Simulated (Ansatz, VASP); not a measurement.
# One calculation of Cu, two programs

File INCAR:

```
  PREC = Accurate
  ENCUT = 520
  EDIFF = 1E-6
  ISMEAR = -1
  SIGMA = 0.04
  LREAL = False
  LASPH = True
  NELM = 100
  ALGO = Normal
  ISIF = 2
  LWAVE = False
  LCHARG = False
  GGA = PE
  NBANDS = 12
```

KPOINTS

```
Automatic mesh
0
Gamma
  6 6 6
```

Contents of POSCAR:

```
Cu
1.0
    0.0000000000      1.8075000000      1.8075000000
    1.8075000000      0.0000000000      1.8075000000
    1.8075000000      1.8075000000      0.0000000000
Cu
1
Direct
    0.0000000000      0.0000000000      0.0000000000
```

The input input.yaml:

```yaml
crystal:
  lattice:
    - [0.0, 1.8075, 1.8075]
    - [1.8075, 0.0, 1.8075]
    - [1.8075, 1.8075, 0.0]
  atoms:
    - { symbol: Cu, position: [0.0, 0.0, 0.0] }
kpoints:
  mp_grid: { grid: [6, 6, 6] }
scf:
  occupations: { method: fermi_dirac, width: 0.04 }
hamiltonian:
  xc: pbe
  pseudopotentials: { kind: all_electron, lapw: { basis_error: 0.003 } }
output:
  forces: true
  stress: true
  eigenvalues: true
```

Alike in both runs: task single point; functional PBE; k mesh 6 × 6 × 6; occupations fermi-dirac, width 0.04 eV; no spin polarisation.

|  | VASP | Ansatz |
| --- | --- | --- |
| version | VASP 6.6.1 | Ansatz 0.2.0 |
| potentials or method | VASP PAW PBE potentials, release 64 (Cu) | all-electron LAPW, scalar-relativistic |
| plane-wave cutoff (eV) | 520 | see its input |

|  | VASP | Ansatz | Ansatz less VASP |
| --- | --- | --- | --- |
| gap on the k mesh at the Fermi level (eV) | none | none | - |
| pressure (GPa) | 3.5 | 2.9 | -0.55 |

A gap of «none» marks a metal or a gap that the smearing closes. Ansatz ran all-electron here, so the differences hold the error of VASP's frozen core and of both bases.

Caveats: the k mesh is coarse (spacing up to 0.50 Å⁻¹), so the values aren't converged.
